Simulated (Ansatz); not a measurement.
## Cl, one cell by several methods

```
CELL_PARAMETERS angstrom
2.86046 0.00000 0.00000
0.00000 2.86046 0.00000
0.00000 0.00000 2.86046
ATOMIC_POSITIONS crystal
Cl 0.00000 0.00000 0.00000
```

The structure comes from a relaxation in the same program, started in the sc type, and has space group Pm-3m. Whether it is a known phase or the ground state wasn't checked.

Levels of theory: DFT, PBE, PAW with Ansatz's default frozen-core files, scalar-relativistic (Ansatz 0.2.0); DFT, PBE, all-electron LAPW, scalar-relativistic (Ansatz 0.2.0).

For PAW: a Γ-centred 18×18×18 k mesh, Fermi–Dirac smearing of 0.05 eV, cutoff 420 eV, no spin polarisation. LAPW targets a basis error of 0.5 meV/atom. The Ansatz runs share mesh, smearing and spin set-up. Plane-wave (PAW) pressures include the program's estimate of the Pulay term.

Stress and pressure are positive in compression.

Levels count from the Fermi level.

PAW results:

| quantity | PAW |
| --- | --- |
| pressure (GPa) | 0.02 |
| highest filled level at Γ (eV) | -0.126 |
| lowest empty level at Γ (eV) | 8.216 |
| highest filled level at X (eV) | -5.001 |
| lowest empty level at X (eV) | 0.472 |
| highest filled level at M (eV) | -3.875 |
| lowest empty level at M (eV) | 0.996 |

Problem. What does full-potential LAPW give for the same quantities?

Solution. 
```
                      quantity    LAPW
                pressure (GPa)    0.03
highest filled level at Γ (eV)  -0.126
  lowest empty level at Γ (eV)   8.216
highest filled level at X (eV)  -5.001
  lowest empty level at X (eV)   0.472
highest filled level at M (eV)  -3.874
  lowest empty level at M (eV)   0.996
```
